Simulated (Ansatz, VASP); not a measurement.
## AlN in VASP and in Ansatz

```
Al N
1.0
     0.00000    1.95822    1.97800
     1.95822    0.00000    1.97800
     1.95822    1.95822    0.00000
Al N
1 1
Cartesian
  0.0000 0.0000 0.0000
  1.9582 1.9582 1.9780
```

Change from the starting cell: equal xx and yy strain of -1 %, crystal datasets.

Alike in both runs: task electric field gradients; functional PBE; k mesh 10 × 10 × 10; occupations fermi-dirac, width 0.02 eV; no spin polarisation.

|  | VASP | Ansatz |
| --- | --- | --- |
| version | VASP 6.6.1 | Ansatz 0.2.0 |
| potentials or method | VASP PAW PBE potentials, release 64 (Al, N), cutoff 520 eV | all-electron PAW with datasets made for the crystal, scalar-relativistic |

|  | VASP | Ansatz | Ansatz less VASP |
| --- | --- | --- | --- |
| gap on the k mesh at the Fermi level (eV) | 5.07 | 5.07 | +0.001 |
| pressure (GPa) | 32.6 | 32.8 | +0.27 |
| largest component of the traceless stress (GPa) | 3.06 | 3.07 | +0.006 |
| Vzz of the field gradient on the site that differs most (V/Å²) | 1.5 | 1.3 | -0.13 |

Ansatz ran all-electron here, so the differences hold the error of VASP's frozen core and of both bases.

Caveats: so large a pressure means that the cell lies far from this level's equilibrium, or that cutoff or potentials fall short (VASP). A k mesh can miss the band edges.
